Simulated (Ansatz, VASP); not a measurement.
## Be: VASP beside Ansatz

POSCAR

```
Be
1.0
    2.2276869667      0.0000000000      0.0000000000
    0.0000000000      2.2276869667      0.0000000000
    0.0000000000      0.0000000000      2.2276869667
Be
1
Direct
    0.0000000000      0.0000000000      0.0000000000
```

The input INCAR.step1:

```
PREC = Accurate ; ENCUT = 520
ISMEAR = -1 ; SIGMA = 0.1
LREAL = False ; LASPH = True
NELM = 100 ; NBANDS = 7
GGA = PE ; ALGO = Normal
EDIFF = 1E-4 ; LWAVE = True
LCHARG = False
```

File INCAR.step2:

```
PREC = Accurate ; ENCUT = 520
EDIFF = 1E-6 ; ISMEAR = -1
SIGMA = 0.1 ; LREAL = False
LASPH = True ; NELM = 100
ALGO = Normal ; ISIF = 2
LWAVE = False ; LCHARG = True
METAGGA = R2SCAN ; LMIXTAU = True
LELF = True ; LVHAR = True
NBANDS = 7 ; ISTART = 1
```

Contents of KPOINTS:

```
Automatic mesh
0
Gamma
  16 16 16
```

Input for Ansatz:

```yaml
crystal:
  lattice:
    - [2.2276869667, 0.0, 0.0]
    - [0.0, 2.2276869667, 0.0]
    - [0.0, 0.0, 2.2276869667]
  atoms:
    - { symbol: Be, position: [0.0, 0.0, 0.0] }
hamiltonian:
  xc: r2scan
  pseudopotentials:
    kind: paw
    azcp:
      Be: "pseudopotentials/Be.paw.azcp"
basis:
  ecutwfc: 500
  fft_grid_basis: typed
kpoints:
  mp_grid: { grid: [16, 16, 16], shift: [0, 0, 0] }
magnetization:
  spin_polarized: false
scf:
  occupations: { method: fermi_dirac, width: 0.1 }
  lower_state_search: "off"
output:
  stress: true
```

Alike in both runs: task single point; functional r2SCAN; k mesh 16 × 16 × 16; occupations fermi-dirac, width 0.1 eV; no spin polarisation.

```csv
,VASP,Ansatz
version,VASP 6.6.1,Ansatz 0.2.0
potentials or method,"VASP PAW PBE potentials, release 64 (Be)","plane waves (500 eV) with PAW, scalar-relativistic"
plane-wave cutoff (eV),520,500
valence electrons in the cell,2,2
```

```tsv
	VASP	Ansatz	Ansatz less VASP
pressure (GPa)	-5.1	-5.1	+0.01
```

With one functional, cell and mesh, what is left measures potentials, basis and numerics.

Caveats: the PAW data sets were made with another functional, which shifts forces and pressure a little (VASP).
